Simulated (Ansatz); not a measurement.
# PbS (P-6m2) in Ansatz: a series of runs

Aim: see how the results for PbS move with the level of theory and the settings. Levels: PBEsol+D3(BJ), PBEsol+D4. Tasks: relaxation of cell and atoms.

All numbers are computed with Ansatz 0.2.0; they aren't measurements. Logs are shortened: lines on timing, memory, paths and dates and some standing lists are left out, and cuts for length are marked.

### Step 1. Starting point

Symmetry: P-6m2, No. 187, hexagonal system. Conventional cell: a = 4.090 Å, b = 4.090 Å, c = 3.788 Å, α = 90.00°, β = 90.00°, γ = 120.00°. Around Pb (site symmetry -6m2) lie 6 S at 3.03 Å. S (site symmetry -6m2) is surrounded by 6 Pb at 3.03 Å.

Measurements of this composition are mostly on another form, of space group No. 225.

### Step 2. Relaxation of cell and atoms, PBEsol+D3(BJ)

input.yaml

```yaml
crystal:
  lattice:
    - [4.0896976867, 0.0, 0.0]
    - [-2.0448488433, 3.5417820905, 0.0]
    - [0.0, 0.0, 3.788167]
  atoms:
    - { symbol: Pb, position: [0.0, 0.0, 0.0] }
    - { symbol: S, position: [0.6666666667, 0.3333333333, 0.5] }
hamiltonian:
  xc: pbesol
  pseudopotentials: { kind: paw }
  dispersion: d3bj
kpoints:
  mp_grid: { grid: [8, 8, 7] }
scf:
  occupations: { method: fermi_dirac, width: 0.05 }
output:
  forces: true
  stress: true
  eigenvalues: true
  write_density: true
  write_potential: true
  elf: true
  volumetric_format: npy
relax:
  f_tol: 0.01
  max_steps: 40
  cell: { stress_tol: 0.05 }
```

Potentials or basis: Ansatz PAW.

Command:

```bash
$ ansatz run input.yaml --threads 2 --pin off --max-ram 5632MiB --backend cpu --events-out ev --progress --plain --runs-dir out
```

The program printed:

```text
Warning: RAYON_NUM_THREADS=2 ignored (pool sized by the plan → 2); use --threads N
Engine: ansatz 0.2.0, aarch64-unknown-linux-gnu
Pseudopotentials: kind: paw
Pseudopotential: Pb, paw, valence charge 14, recommended cutoff 420 eV (normal), Pb.paw.azcp
Pseudopotential: S, paw, valence charge 6, recommended cutoff 420 eV (normal), S.paw.azcp
Functional definition: PBEsol
  exchange = pbesol_x
  correlation = pbesol_c
Crystal: 2 atoms, lattice volume = 54.871 Å³
Basis set: ecut = 420 eV, 1105 PW (Γ), exchange–correlation on 60×60×54 points (8 copies of the dense FFT grid, shifted against one another)
Bands: 14, of which v1, the nominal top of the filled ones, is band 10 counted from 1 (9 counted from 0)
Symmetry: 12 space group operations
Space group: P-6m2 (ITA 187), of the structure as read, at distance tolerance 3.8e-5 Å
k-points: 40 of 448 (time reversal used)
Non-local potential: Pb, projectors of the file, l = 0: 2, l = 1: 2, l = 2: 2, l = 3: 2
Non-local potential: S, projectors of the file, l = 0: 2, l = 1: 2, l = 2: 2
PAW form: soft (Blöchl's): semilocal exchange-correlation on the pseudo side does not see the compensation charge
PAW frozen core: Pb, regenerated for the run's functional, and the local potential with it (the file was generated under x = pbe(κ = 0.804, μ = 0.2195149727645171), c = pbe(β = 0.06672455060314922))
PAW frozen core: S, regenerated for the run's functional, and the local potential with it (the file was generated under x = pbe(κ = 0.804, μ = 0.2195149727645171), c = pbe(β = 0.06672455060314922))
PAW one-centre angular grid: Pb, 590 points (default); XC on 64 Gauss nodes
PAW one-centre angular grid: S, 110 points (default); XC on 64 Gauss nodes
Initial density: superposition of atomic densities (neutral atoms: chi_scale 0, normalization atom), corrected by the library's trained network
Initial wavefunctions: pseudopotential atomic-orbital guess
Functional: x = pbesol(κ = 0.804, μ = 0.12345679012345678), c = pbesol(β = 0.046)
SCF iter   1: F=—  HF=-12641.283556 eV  |F-HF|=—  |Δ(HF+E_count)|=         —  Δρ=4.56e-3  dr2=2.20e-2  ethr=1.77e-3  ⟨swp⟩=5.9  Hψ=3293  notcnv=0
preconditioner: auto → none  [insulator: Δε(μ)=0.272 eV  Ē_g=15.169 eV  σ=0.050 eV  W_gap=0.54  n_scr=8 (ndim 8)  ℏωp=22.4 eV  f_vac=0.003  D(μ)=0.35/eV (n_scr^D=0)  ε∞_Penn≈3.2]
SCF iter   2: F=—  HF=-12641.278016 eV  |F-HF|=—  |Δ(HF+E_count)|=   5.54e-3  Δρ=2.06e-3  dr2=4.47e-3  ethr=1.10e-4  ⟨swp⟩=1.4  Hψ=899  notcnv=0
SCF iter   3: F=—  HF=-12641.277093 eV  |F-HF|=—  |Δ(HF+E_count)|=   9.23e-4  Δρ=2.53e-4  dr2=3.00e-5  ethr=2.23e-5  ⟨swp⟩=2.0  Hψ=640  notcnv=0
SCF iter   4: F=—  HF=-12641.277085 eV  |F-HF|=—  |Δ(HF+E_count)|=   7.48e-6  Δρ=5.94e-5  dr2=1.36e-6  ethr=1.50e-7  ⟨swp⟩=3.1  Hψ=1004  notcnv=0
SCF iter   5: F=—  HF=-12641.277086 eV  |F-HF|=—  |Δ(HF+E_count)|=   2.61e-7  Δρ=1.71e-5  dr2=1.48e-7  ethr=6.78e-9  ⟨swp⟩=2.0  Hψ=954  notcnv=0
SCF iter   6: F=-12641.277086 eV  HF=-12641.277086 eV  |F-HF|=3.69e-9  |Δ(HF+E_count)|=   2.88e-9  Δρ=2.84e-6  dr2=3.48e-9  ethr=5.00e-10  ⟨swp⟩=9.6  Hψ=4214  notcnv=0
SCF 1 converged in 6 iterations: F = -12641.277086 eV  dr2 = 3.48e-9
relax step   1: F+E_penalty+E_count = -12641.27708572 eV  Δ(F+E_penalty+E_count) = +0.000e0 eV  max|allowed force component| = 3.701e-17 eV/Å  Δτ_max = 0.0000 Å  P = -4.658 GPa  Ω = 54.871 Å³  (6 SCF iters, dr2 threshold 1.00e-7 eV, accepted)
Crystal: 2 atoms, lattice volume = 48.027 Å³
Basis set: ecut = 420 eV, 937 PW (Γ), exchange–correlation on 60×60×54 points (8 copies of the dense FFT grid, shifted against one another)
Initial density: handed on by an earlier stage of this run
Initial wavefunctions: those handed on with the density
iter 1 solved again at ethr=1.57e-5 eV; its pass at ethr=3.10e-3 eV (dr2=3.13e-3 eV) is discarded
SCF iter   1: F=—  HF=-12641.350053 eV  |F-HF|=—  |Δ(HF+E_count)|=         —  Δρ=2.39e-3  dr2=2.86e-3  ethr=1.57e-5  ⟨swp⟩=2.2  Hψ=4598  notcnv=0
preconditioner: auto → none  [insulator: Δε(μ)=0.248 eV  Ē_g=15.605 eV  σ=0.050 eV  W_gap=0.76  n_scr=8 (ndim 8)  ℏωp=24.0 eV  f_vac=0.000  D(μ)=0.32/eV (n_scr^D=0)  ε∞_Penn≈3.4]
SCF iter   2: F=—  HF=-12641.349959 eV  |F-HF|=—  |Δ(HF+E_count)|=   9.35e-5  Δρ=1.14e-3  dr2=5.75e-4  ethr=1.43e-5  ⟨swp⟩=1.0  Hψ=560  notcnv=0
SCF iter   3: F=—  HF=-12641.350051 eV  |F-HF|=—  |Δ(HF+E_count)|=   9.21e-5  Δρ=1.29e-4  dr2=5.21e-6  ethr=2.88e-6  ⟨swp⟩=2.0  Hψ=723  notcnv=0
SCF iter   4: F=—  HF=-12641.350047 eV  |F-HF|=—  |Δ(HF+E_count)|=   4.34e-6  Δρ=2.64e-5  dr2=3.80e-7  ethr=2.61e-8  ⟨swp⟩=2.0  Hψ=952  notcnv=0
iter 5 did not close the SCF: its close was put off for the readings that it lacked (scf_convergence_deferred on its scf_iter line)
SCF iter   5: F=-12641.350047 eV  HF=-12641.350047 eV  |F-HF|=1.69e-9  |Δ(HF+E_count)|=   1.44e-7  Δρ=6.55e-6  dr2=1.05e-8  ethr=1.90e-9  ⟨swp⟩=2.0  Hψ=940  notcnv=0
SCF iter   6: F=-12641.350047 eV  HF=-12641.350047 eV  |F-HF|=5.82e-11  |Δ(HF+E_count)|=   3.43e-9  Δρ=1.13e-6  dr2=3.01e-10  ethr=5.24e-11  ⟨swp⟩=6.7  Hψ=3719  notcnv=0
SCF 2 converged in 6 iterations: F = -12641.350047 eV  dr2 = 3.01e-10
relax step   2: F+E_penalty+E_count = -12641.35004691 eV  Δ(F+E_penalty+E_count) = -7.296e-2 eV  max|allowed force component| = 6.245e-17 eV/Å  Δτ_max = 0.0000 Å  P = +2.190 GPa  Ω = 48.027 Å³  energy of the carried Pulay correction = +5.792e-4 eV  (6 SCF iters, dr2 threshold 2.00e-7 eV, accepted)
Crystal: 2 atoms, lattice volume = 49.656 Å³
Basis set: ecut = 420 eV, 961 PW (Γ), exchange–correlation on 60×60×54 points (8 copies of the dense FFT grid, shifted against one another)
iter 1 solved again at ethr=3.54e-6 eV; its pass at ethr=3.10e-3 eV (dr2=7.09e-4 eV) is discarded
SCF iter   1: F=—  HF=-12641.362241 eV  |F-HF|=—  |Δ(HF+E_count)|=         —  Δρ=1.04e-3  dr2=6.98e-4  ethr=3.54e-6  ⟨swp⟩=2.0  Hψ=4561  notcnv=0
preconditioner: auto → none  [insulator: Δε(μ)=0.275 eV  Ē_g=15.476 eV  σ=0.050 eV  W_gap=0.81  n_scr=8 (ndim 8)  ℏωp=23.6 eV  f_vac=0.000  D(μ)=0.32/eV (n_scr^D=0)  ε∞_Penn≈3.3]
SCF iter   2: F=—  HF=-12641.362096 eV  |F-HF|=—  |Δ(HF+E_count)|=   1.45e-4  Δρ=4.16e-4  dr2=9.27e-5  ethr=3.49e-6  ⟨swp⟩=2.2  Hψ=755  notcnv=0
SCF iter   3: F=—  HF=-12641.362081 eV  |F-HF|=—  |Δ(HF+E_count)|=   1.48e-5  Δρ=7.32e-5  dr2=1.78e-6  ethr=4.64e-7  ⟨swp⟩=2.3  Hψ=740  notcnv=0
iter 4 did not close the SCF: its close was put off for the readings that it lacked (scf_convergence_deferred on its scf_iter line)
SCF iter   4: F=-12641.362082 eV  HF=-12641.362082 eV  |F-HF|=6.76e-8  |Δ(HF+E_count)|=   9.13e-7  Δρ=1.49e-5  dr2=1.04e-7  ethr=8.90e-9  ⟨swp⟩=2.7  Hψ=968  notcnv=0
iter 5 did not close the SCF: its close was put off for the readings that it lacked (scf_convergence_deferred on its scf_iter line)
SCF iter   5: F=-12641.362082 eV  HF=-12641.362082 eV  |F-HF|=1.87e-10  |Δ(HF+E_count)|=   2.11e-8  Δρ=2.69e-6  dr2=1.88e-9  ethr=5.18e-10  ⟨swp⟩=2.0  Hψ=909  notcnv=0
SCF iter   6: F=-12641.362082 eV  HF=-12641.362082 eV  |F-HF|=2.55e-11  |Δ(HF+E_count)|=  5.64e-10  Δρ=4.58e-7  dr2=5.07e-11  ethr=9.41e-12  ⟨swp⟩=5.7  Hψ=3292  notcnv=0
SCF 3 converged in 6 iterations: F = -12641.362082 eV  dr2 = 5.07e-11
relax step   3: F+E_penalty+E_count = -12641.36208183 eV  Δ(F+E_penalty+E_count) = -1.203e-2 eV  max|allowed force component| = 5.089e-17 eV/Å  Δτ_max = 0.0000 Å  P = -0.354 GPa  Ω = 49.656 Å³  energy of the carried Pulay correction = +4.357e-4 eV  (6 SCF iters, dr2 threshold 2.00e-7 eV, accepted)
Crystal: 2 atoms, lattice volume = 49.410 Å³
iter 1 solved again at ethr=9.34e-8 eV; its pass at ethr=3.10e-3 eV (dr2=1.87e-5 eV) is discarded
SCF iter   1: F=—  HF=-12641.362455 eV  |F-HF|=—  |Δ(HF+E_count)|=         —  Δρ=1.21e-4  dr2=9.30e-6  ethr=9.34e-8  ⟨swp⟩=3.0  Hψ=4247  notcnv=0
preconditioner: auto → none  [insulator: Δε(μ)=0.277 eV  Ē_g=15.497 eV  σ=0.050 eV  W_gap=0.81  n_scr=8 (ndim 8)  ℏωp=23.6 eV  f_vac=0.000  D(μ)=0.32/eV (n_scr^D=0)  ε∞_Penn≈3.3]
SCF iter   2: F=—  HF=-12641.362443 eV  |F-HF|=—  |Δ(HF+E_count)|=   1.22e-5  Δρ=5.21e-5  dr2=1.42e-6  ethr=4.65e-8  ⟨swp⟩=1.8  Hψ=710  notcnv=0
iter 3 did not close the SCF: its close was put off for the readings that it lacked (scf_convergence_deferred on its scf_iter line)
SCF iter   3: F=-12641.362443 eV  HF=-12641.362443 eV  |F-HF|=1.22e-8  |Δ(HF+E_count)|=   1.03e-7  Δρ=8.28e-6  dr2=2.17e-8  ethr=7.08e-9  ⟨swp⟩=2.6  Hψ=731  notcnv=0
iter 4 did not close the SCF: its close was put off for the readings that it lacked (scf_convergence_deferred on its scf_iter line)
SCF iter   4: F=-12641.362443 eV  HF=-12641.362443 eV  |F-HF|=5.75e-10  |Δ(HF+E_count)|=   1.43e-8  Δρ=1.22e-6  dr2=7.80e-10  ethr=1.08e-10  ⟨swp⟩=2.7  Hψ=929  notcnv=0
iter 5 did not close the SCF: its close was put off for the readings that it lacked (scf_convergence_deferred on its scf_iter line)
SCF iter   5: F=-12641.362443 eV  HF=-12641.362443 eV  |F-HF|=1.82e-12  |Δ(HF+E_count)|=  1.82e-10  Δρ=3.64e-7  dr2=3.27e-11  ethr=3.90e-12  ⟨swp⟩=2.0  Hψ=939  notcnv=0
SCF iter   6: F=-12641.362443 eV  HF=-12641.362443 eV  |F-HF|=5.46e-12  |Δ(HF+E_count)|=  7.28e-12  Δρ=4.80e-8  dr2=5.77e-13  ethr=1.00e-12  ⟨swp⟩=5.1  Hψ=2631  notcnv=0
SCF 4 converged in 6 iterations: F = -12641.362443 eV  dr2 = 5.77e-13
relax step   4: F+E_penalty+E_count = -12641.36244334 eV  Δ(F+E_penalty+E_count) = -3.615e-4 eV  max|allowed force component| = 1.156e-16 eV/Å  Δτ_max = 0.0000 Å  P = -0.019 GPa  Ω = 49.410 Å³  energy of the carried Pulay correction = +4.572e-4 eV  (6 SCF iters, dr2 threshold 2.00e-7 eV, accepted)
Basis set: ecut = 420 eV, 961 PW (Γ), exchange–correlation on 54×54×50 points (8 copies of the dense FFT grid, shifted against one another)
Initial wavefunctions: pseudopotential atomic-orbital guess (no wavefunctions were taken with the density)
iter 1 solved again at ethr=3.55e-7 eV; its pass at ethr=3.10e-3 eV (dr2=7.10e-5 eV) is discarded
SCF iter   1: F=—  HF=-12641.362081 eV  |F-HF|=—  |Δ(HF+E_count)|=         —  Δρ=1.08e-4  dr2=1.03e-6  ethr=3.55e-7  ⟨swp⟩=3.5  Hψ=5002  notcnv=0
preconditioner: auto → none  [insulator: Δε(μ)=0.278 eV  Ē_g=15.496 eV  σ=0.050 eV  W_gap=0.82  n_scr=8 (ndim 8)  ℏωp=23.6 eV  f_vac=0.000  D(μ)=0.32/eV (n_scr^D=0)  ε∞_Penn≈3.3]
SCF iter   2: F=—  HF=-12641.362048 eV  |F-HF|=—  |Δ(HF+E_count)|=   3.29e-5  Δρ=5.07e-5  dr2=1.92e-7  ethr=5.15e-9  ⟨swp⟩=2.1  Hψ=854  notcnv=0
SCF iter   3: F=—  HF=-12641.362049 eV  |F-HF|=—  |Δ(HF+E_count)|=   1.94e-7  Δρ=7.64e-6  dr2=4.52e-9  ethr=9.60e-10  ⟨swp⟩=2.7  Hψ=967  notcnv=0
SCF iter   4: F=—  HF=-12641.362049 eV  |F-HF|=—  |Δ(HF+E_count)|=   6.35e-9  Δρ=8.19e-7  dr2=9.90e-11  ethr=2.26e-11  ⟨swp⟩=2.0  Hψ=873  notcnv=0
iter 5 did not close the SCF: its close was put off for the readings that it lacked (scf_convergence_deferred on its scf_iter line)
SCF iter   5: F=-12641.362049 eV  HF=-12641.362049 eV  |F-HF|=7.28e-12  |Δ(HF+E_count)|=  8.73e-11  Δρ=5.77e-8  dr2=8.95e-13  ethr=1.00e-12  ⟨swp⟩=2.1  Hψ=947  notcnv=0
SCF iter   6: F=-12641.362049 eV  HF=-12641.362049 eV  |F-HF|=3.64e-12  |Δ(HF+E_count)|=  1.82e-12  Δρ=5.05e-9  dr2=5.91e-15  ethr=1.00e-12  ⟨swp⟩=4.2  Hψ=2262  notcnv=0
SCF 5 converged in 6 iterations: F = -12641.362049 eV  dr2 = 5.91e-15
relax step   5: F+E_penalty+E_count = -12641.36204864 eV  Δ(F+E_penalty+E_count) = +3.947e-4 eV  max|allowed force component| = 1.054e-16 eV/Å  Δτ_max = 0.0000 Å  P = -0.023 GPa  Ω = 49.410 Å³  stress off target by 2.51e-2 GPa  SCF on the basis re-selected at this cell (its energy is not comparable with the rows above)  (6 SCF iters)
basis re-selected at this cell: Δ(F+E_penalty+E_count) = +3.947e-4 eV, ΔP = -0.004 GPa vs the last step (what re-selecting the basis moved, of the pressure what is left beyond the Pulay correction that the steps carried, after the strain that the cell walked since its last selection, with what the two solves' SCF thresholds leave and, on support functions, any second-order correction that the steps lacked; it is no measure of the basis error at this ecutwfc). The dense FFT grid was sized anew with the basis: this SCF ran on 27×27×25 points, the steps before it on 30×30×27, so part of this shift can come from that change (see relax.cell in the input reference). This SCF's stress stands 2.51e-2 GPa from its target on what of the cell is left free (relax.cell.stress_tol is 5.00e-2 GPa) and its largest allowed force component is 1.05e-16 eV/Å (relax.f_tol is 1.00e-2 eV/Å): within both
SCF converged after 6 iterations
Free energy (F): -12641.362049 eV
Harris-Foulkes:  -12641.362049 eV  (|F-HF|=3.64e-12)
Internal energy: -12641.359136 eV  (E = F + TS)
E sigma→0 (E₀):  -12641.360592 eV
Entropy (-TS):   -0.002913 eV (-1.457 meV/atom)
Fermi energy:    8.764069 eV
--- Per-component energies (eV) ---
  E_band       = -44.292941
  E_kinetic    = 394.815598
  E_local      = -1194.429856  (includes V_loc(G=0)·N_el)
  E_nonlocal   = 380.938697
  E_hartree    = 466.125546
  E_xc         = -316.052018
  E_vxc        = -221.125028  (∫ρ·V_xc dr)
  E_paw        = -10837.745283  (= ΣΔE_a)
  E_vpaw       = -336.743495  (= ΣTr[D̂ρ^β])
  E_aug_tail   = 0.000049  (compensation charges beyond the density's cutoff)
  E_ewald      = -1534.438750
  E_disp       = -0.697184  (pairwise vdW)
  E_core_change = 0.124066  (= ΣΔE_core)
  E_smearing   = -0.002913  (= −TS)
  E_closure    = 0.000000  (closes the sum)
  Σ components = -12641.362049   (vs F -12641.362049, Δ=0.00e0)
--- Forces (eV/Å), atoms counted from 1 ---
  atom   1  Pb    -0.00000000     0.00000000     0.00000000
  atom   2  S      0.00000000    -0.00000000    -0.00000000
  max |Σ_I F_I| component: 1.22e-16 eV/Å
--- Stress (GPa, compression-positive) ---
       -0.022656       0.000000      -0.000000
       -0.000000      -0.022656       0.000000
       -0.000000       0.000000      -0.025096
  P = ⅓ Tr σ = -0.0235 GPa (-0.235 kbar)
--- Band table (eV; the first three rows and the last of 40) ---
  k-point 0: bands = ["-7.8641", "-7.8306", "-7.8306", "-7.7062", "-7.7062", "-4.9020", "2.7949", "6.2185", "7.1900", "7.1900", "12.7081", "12.7081", "13.8416", "16.0448"]
  k-point 1: bands = ["-7.8369", "-7.8285", "-7.8285", "-7.7170", "-7.7170", "-4.7326", "2.0484", "6.7617", "7.2907", "7.2907", "12.8159", "12.8159", "13.7527", "15.8764"]
  k-point 2: bands = ["-7.8235", "-7.8235", "-7.7767", "-7.7413", "-7.7413", "-4.2620", "0.6660", "7.5305", "7.5305", "7.7826", "12.3241", "13.0634", "13.0634", "17.1200"]
  k-point 39: bands = ["-7.9038", "-7.8077", "-7.8023", "-7.7542", "-7.6576", "-2.6312", "1.6362", "4.3383", "4.8176", "6.1971", "8.6832", "13.3907", "14.9592", "16.7433"]
--- Relaxed structure (4 steps of the walk, 4 accepted, 1 SCFs on fresh bases) ---
  F+E_penalty+E_count = -12641.36204864 eV   max|allowed force component| = 1.054e-16 eV/Å   (the final SCF, on the basis selected at the relaxed cell)
  cell:  # Å, volume = 49.4101 Å³
    - [3.9075214591097587, -2.75814317247631e-11, -4.40013824236261e-18]
    - [-1.9537607295309927, 3.384012849435678, 2.200069121154405e-18]
    - [-4.075718980236014e-18, -1.599954514275254e-33, 3.7366466179014504]
  atoms:
    - { symbol: Pb, position: [-3.700743415524895e-17, -6.344033062595674e-34, 1.906525581224939e-34] }
    - { symbol: S, position: [0.6666666666666667, 0.33333333333333337, 0.5] }
```

Run time: 10 s. Hardware: 2 threads of Arm Neoverse V1, shared host; peak memory 0.35 GiB.

Results:

```yaml
Free_energy: -12641.3620 eV
Relaxed_volume: 24.71 Å³/atom
Relaxed_cell: a = 3.908 Å, b = 3.908 Å, c = 3.737 Å, α = 90.00°, β = 90.00°, γ = 120.00°
Space_group_after_relaxing_to_0.05_Å: P-6m2 (No. 187)
Energy_gained_by_relaxing: 42.5 meV/atom
Ionic_steps: 5
Pressure_after_relaxing: 0.0 GPa
Band_gap_on_the_k_mesh: none (metal or under the smearing width)
```

Step by step:
```tsv
step	energy change (eV)	largest force (eV/Å)	volume (Å³)
1	0.0000	0.0000	54.87
2	-0.0730	0.0000	48.03
3	-0.0850	0.0000	49.66
4	-0.0854	0.0000	49.41
5	-0.0850	0.0000	49.41
```

Final structure:
```cif
data_structure
_symmetry_space_group_name_H-M 'P 1'
_symmetry_Int_Tables_number 1
_cell_length_a 3.9075
_cell_length_b 3.9075
_cell_length_c 3.7366
_cell_angle_alpha 90.000
_cell_angle_beta 90.000
_cell_angle_gamma 120.000
_cell_volume 49.41
loop_
_atom_site_label
_atom_site_type_symbol
_atom_site_fract_x
_atom_site_fract_y
_atom_site_fract_z
_atom_site_occupancy
Pb1 Pb 0.00000 0.00000 0.00000 1
S1 S 0.66667 0.33333 0.50000 1
```

Caveat: the plane-wave basis is chosen anew once the cell has moved, so the energies of steps on either side of that aren't comparable; pairwise dispersion overbinds metals, which lowers pressure and volume; the PAW data sets come from PBE, with cores solved anew for the run's functional, which leaves a small shift of forces and pressure. The run has no spin-orbit coupling, so splittings on Pb are missing.

### Step 3. Relaxation of cell and atoms, PBEsol+D4

input.yaml, as its differences from that of step 2:

```diff
@@ -11,3 +11,3 @@
   pseudopotentials: { kind: paw }
-  dispersion: d3bj
+  dispersion: d4
 kpoints:
@@ -20,6 +20,2 @@
   eigenvalues: true
-  write_density: true
-  write_potential: true
-  elf: true
-  volumetric_format: npy
 relax:
```

Potentials or basis: Ansatz PAW.

Command:

```bash
$ ansatz run input.yaml --threads 2 --pin off --max-ram 5632MiB --backend cpu --events-out ev --progress --plain --runs-dir out
```

Wall time 9.5 s (2 threads of Arm Neoverse V1, shared host); peak memory 0.35 GiB.

It converged, with:

* Free energy: -12641.1278 eV
* Relaxed volume: 25.15 Å³/atom
* Relaxed cell: a = 3.941 Å, b = 3.941 Å, c = 3.740 Å, α = 90.00°, β = 90.00°, γ = 120.00°
* Space group after relaxing (to 0.05 Å): P-6m2 (No. 187)
* Energy gained by relaxing: 29.4 meV/atom
* Ionic steps: 5
* Pressure after relaxing: 0.0 GPa
* Band gap on the k mesh: none (metal or under the smearing width)

Step by step:
| step | energy change (eV) | largest force (eV/Å) | volume (Å³) |
| --- | --- | --- | --- |
| 1 | 0.0000 | 0.0000 | 54.87 |
| 2 | -0.0513 | 0.0000 | 49.12 |
| 3 | -0.0590 | 0.0000 | 50.48 |
| 4 | -0.0592 | 0.0000 | 50.31 |
| 5 | -0.0589 | 0.0000 | 50.31 |

Final structure:
```yaml
crystal:
  lattice:
    - [3.94117, 0.00000, 0.00000]
    - [-1.97059, 3.41316, 0.00000]
    - [0.00000, 0.00000, 3.73968]
  atoms:
    - { symbol: Pb, position: [0.00000, 0.00000, 0.00000] }
    - { symbol: S, position: [0.66667, 0.33333, 0.50000] }
```

Levels at points of the mesh, in eV from the Fermi level:
| k point | band 8 | band 9 | band 10 | band 11 | band 12 | band 13 |
| --- | --- | --- | --- | --- | --- | --- |
| (0.00, 0.00, 0.00) | -2.45 | -1.59 | -1.59 | 3.85 | 3.85 | 5.10 |
| (0.00, -0.50, 0.00) | -2.76 | -1.72 | -1.26 | 2.08 | 4.03 | 5.31 |

Caveat: the plane-wave basis is chosen anew once the cell has moved, so the energies of steps on either side of that aren't comparable; pairwise dispersion overbinds metals, which lowers pressure and volume; the PAW data sets come from PBE, with cores solved anew for the run's functional, which leaves a small shift of forces and pressure. Spin-orbit coupling is left out, which matters for the levels of Pb.
